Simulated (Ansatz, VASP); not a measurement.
# One calculation of CaSe, two programs

The input POSCAR:

```
CaSe
1.0
    0.0000000000      2.9069517456      2.9069517456
    2.9069517456      0.0000000000      2.9069517456
    2.9069517456      2.9069517456      0.0000000000
Ca Se
1 1
Direct
    0.0000000000      0.0000000000      0.0000000000
    0.5000000000      0.5000000000      0.5000000000
```

Contents of INCAR.step1:

```
SYSTEM = CaSe
PREC = Accurate ; ENCUT = 520
ISMEAR = 0 ; SIGMA = 0.01
LREAL = .FALSE. ; LASPH = .TRUE.
NELM = 100 ; NBANDS = 15
GGA = PE ; ALGO = Normal
EDIFF = 1E-4 ; LWAVE = .TRUE.
LCHARG = .FALSE.
```

File INCAR.step2:

```
SYSTEM = CaSe
PREC = Accurate ; ENCUT = 520
EDIFF = 1E-6 ; ISMEAR = 0
SIGMA = 0.01 ; LREAL = .FALSE.
LASPH = .TRUE. ; NELM = 100
ALGO = Normal ; ISIF = 2
LWAVE = .FALSE. ; LCHARG = .FALSE.
METAGGA = R2SCAN ; LMIXTAU = .TRUE.
NBANDS = 15 ; ISTART = 1
```

The input KPOINTS:

```
Automatic mesh
0
G
  6 6 6
  0 0 0
```

Input for Ansatz:

```yaml
crystal:
  lattice:
    - [0.0, 2.9069517456, 2.9069517456]
    - [2.9069517456, 0.0, 2.9069517456]
    - [2.9069517456, 2.9069517456, 0.0]
  atoms:
    - { symbol: Ca, position: [0.0, 0.0, 0.0] }
    - { symbol: Se, position: [0.5, 0.5, 0.5] }
kpoints:
  mp_grid: { grid: [6, 6, 6] }
hamiltonian:
  xc: r2scan
scf:
  occupations: { method: fixed }
  n_extra_bands: 4
output:
  forces: true
  stress: true
  eigenvalues: true
```

Alike in both runs: task single point; functional r2SCAN; k mesh 6 × 6 × 6; no spin polarisation.

|  | VASP | Ansatz |
| --- | --- | --- |
| version | VASP 6.6.1 | Ansatz 0.2.0 |
| potentials or method | VASP PAW PBE potentials, release 64 (Ca_sv, Se) | plane waves, PAW |
| plane-wave cutoff (eV) | 520 | 500 |
| occupations | gaussian, width 0.01 eV | fixed |
| valence electrons in the cell | 16 | 26 |

Ansatz gave:

| Quantity | Value |
| --- | --- |
| gap on the k mesh at the Fermi level (eV) | 2.36 |
| pressure (GPa) | 3.6 |

Q: Estimate VASP's values.

A: gap on the k mesh at the Fermi level (eV): 2.36; pressure (GPa): 4.0.

The two sets of potentials don't hold the same shells in valence.

Caveats: the PAW data sets were made with another functional, which shifts forces and pressure a little (VASP). r2SCAN opens gaps a little over a GGA but as a rule still falls short of measured ones. A k mesh can miss the band edges.
